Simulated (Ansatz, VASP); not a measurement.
TiAl3 in VASP and in Ansatz

Contents of INCAR:

```
PREC = Accurate
ENCUT = 520
EDIFF = 1E-6
ISMEAR = 0
SIGMA = 0.05
LREAL = F
LASPH = T
NELM = 80
ALGO = Normal
ISIF = 2
LWAVE = F
LCHARG = T
GGA = PS
LELF = T
LVHAR = T
NBANDS = 18
```

File KPOINTS:

```
regular mesh
0
Gamma
  8 8 8
```

The input POSCAR:

```
TiAl3
1.0
    4.1079599269      0.0000000000      0.0000000000
    0.0000000000      4.1079599269      0.0000000000
    0.0000000000      0.0000000000      4.1079599269
Ti Al
1 3
Direct
    0.0000000000      0.0000000000      0.0000000000
    0.5000000000      0.5000000000      0.0000000000
    0.5000000000      0.0000000000      0.5000000000
    0.0000000000      0.5000000000      0.5000000000
```

Input for Ansatz:

```yaml
crystal:
  lattice:
    - [4.1079599269, 0.0, 0.0]
    - [0.0, 4.1079599269, 0.0]
    - [0.0, 0.0, 4.1079599269]
  atoms:
    - { symbol: Ti, position: [0.0, 0.0, 0.0] }
    - { symbol: Al, position: [0.5, 0.5, 0.0] }
    - { symbol: Al, position: [0.5, 0.0, 0.5] }
    - { symbol: Al, position: [0.0, 0.5, 0.5] }
basis:
  ecutwfc: 500
  fft_grid_basis: typed
kpoints:
  mp_grid: { grid: [8, 8, 8] }
hamiltonian:
  xc: pbesol
  pseudopotentials: { kind: paw }
scf:
  occupations: { method: gaussian, width: 0.05 }
output:
  forces: true
  stress: true
  eigenvalues: true
  bader: true
  write_density: true
  volumetric_format: npy
  elf: true
```

The cell comes from a database or a generator and needn't be the stable form of this composition.

Alike in both runs: task single point; functional PBEsol; k mesh 8 × 8 × 8; occupations gaussian, width 0.05 eV; no spin polarisation.

```csv
,VASP,Ansatz
version,VASP 6.6.1,Ansatz 0.2.0
potentials or method,"VASP PAW PBE potentials, release 64 (Ti_sv, Al)","scalar-relativistic, plane waves, PAW"
plane-wave cutoff (eV),520,500
valence electrons in the cell,21,21
```

VASP gave:

| Quantity | Value |
| --- | --- |
| gap on the k mesh at the Fermi level (eV) | none |
| pressure (GPa) | -10.3 |

**Question.** Estimate Ansatz's values.

**Answer.** gap on the k mesh at the Fermi level (eV): none; pressure (GPa): -10.4.

A gap of «none» marks a metal or a gap that the smearing closes.

Caveats: the PAW data sets were made with another functional, which shifts forces and pressure a little (VASP).
